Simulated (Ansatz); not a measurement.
Li3N (Li3N type, space group P6/mmm)

```
CELL_PARAMETERS angstrom
      3.60715     0.00000     0.00000
     -1.80357     3.12388     0.00000
      0.00000     0.00000     3.84457
ATOMIC_POSITIONS crystal
  Li 0.00000 0.00000 0.50000
  Li 0.33333 0.66667 0.00000
  Li 0.66667 0.33333 0.00000
  N  0.00000 0.00000 0.00000
```

This relaxed cell (volume V₀) is scaled evenly in all directions, its shape held. Symmetry pins the atoms to their sites.

Computed with PBEsol (plane waves to 420 eV, PAW, scalar-relativistic; Ansatz, a program for electronic structure). k mesh 11×11×9 (Γ-centred), Fermi-Dirac smearing 0.05 eV. The energy includes the smearing's −TS. Stress and pressure are positive under compression. Li3N was relaxed with its symmetry unable to fall. ΔE is measured from the relaxed starting cell.

What ΔE (kJ/mol of atoms) and P (GPa) does the calculation give at V/V₀ = 0.920, 0.947, 0.973, 1.027, 1.133?


```csv
V/V₀,ΔE (kJ/mol of atoms),P (GPa)
0.920,1.30,5.3
0.947,0.55,3.3
0.973,0.13,1.6
1.027,0.12,-1.4
1.133,2.59,-5.4
```

(A scan under strain: stresses follow from slopes of the energy per volume, elastic moduli from its curvatures.)
